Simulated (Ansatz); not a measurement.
A 2-atom cell of HgS started from a crystallographic database, relaxed with r2SCAN, was run in Ansatz under altered settings. All numbers are computed, without spin polarisation but where a row says otherwise.

```
Hg S
1.0
     0.00000    2.96519    2.96519
     2.96519    0.00000    2.96519
     2.96519    2.96519    0.00000
Hg S
1 1
Direct
  0.00000 0.00000 0.00000
  0.25000 0.25000 0.25000
```

The base run's other keys:
```yaml
kpoints:
  mp_grid: { grid: [4, 4, 4] }
hamiltonian:
  xc: hse06
scf:
  occupations: { method: fermi_dirac, width: 0.02 }
  n_extra_bands: 4
```

It takes 15 iterations with 965 plane waves at 420 eV and 8 k points, and leaves a mean stress of -0.08 GPa. The gap over this mesh is 0.391 eV.

Outcomes, with energy and stress as changes against the base:
```
                                  setting            outcome  ΔF (meV/atom)  Δ mean stress (GPa)  gap on the mesh (eV)  iterations
 PBE hybrid, exx coeff 0.4, omega 0.5 1/Å          converged              –                 +0.1                 0.251          19
    PBE hybrid, exx coeff 0.1, unscreened  converged, warned              –                 +1.2                  none          17
PBE hybrid, exx coeff 0.35, omega 0.1 1/Å          converged              –                 -0.9                 1.219          21
                  basis.ecutrho_ratio: 12          converged            0.0                  0.0                 0.391          15
```
A dash marks a value that wasn't obtained or can't be compared. Stress is positive in compression.

- PBE hybrid, exx coeff 0.4, omega 0.5 1/Å. That is 40 % exact exchange, screened with ω = 0.5 1/Å, against HSE06's 25 % screened at 0.208 1/Å. The mean stress moves by +0.1 GPa and the gap on the mesh by -0.140 eV (to 0.251). Totals of different functionals aren't comparable.
- PBE hybrid, exx coeff 0.1, unscreened. That is 10 % exact exchange, at all ranges, against HSE06's 25 % screened at 0.208 1/Å. The mean stress moves by +1.2 GPa and the gap on the mesh by -0.391 eV (no gap is left). Totals of different functionals aren't comparable. Warned: filled band counts differ across k points.
- PBE hybrid, exx coeff 0.35, omega 0.1 1/Å. That is 35 % exact exchange, screened with ω = 0.1 1/Å, against HSE06's 25 % screened at 0.208 1/Å. The mean stress moves by -0.9 GPa and the gap on the mesh by +0.828 eV (to 1.219). Totals of different functionals aren't comparable. The program warns that on this mesh the truncation of the exchange isn't bounded, so part of the change can be an error of the mesh.

Within 1 meV an atom, 0.1 GPa and 0.005 eV of the base stay: basis.ecutrho_ratio: 12.

Spin-orbit coupling is left out; in compounds of Pb, Bi, Tl or Hg it can lower a gap by up to about 1 eV, split its edges or invert the bands.

The stress of a hybrid is loosely converged in these runs.

The meshes of the hybrids are coarse, so their gaps aren't converged to the digits shown.
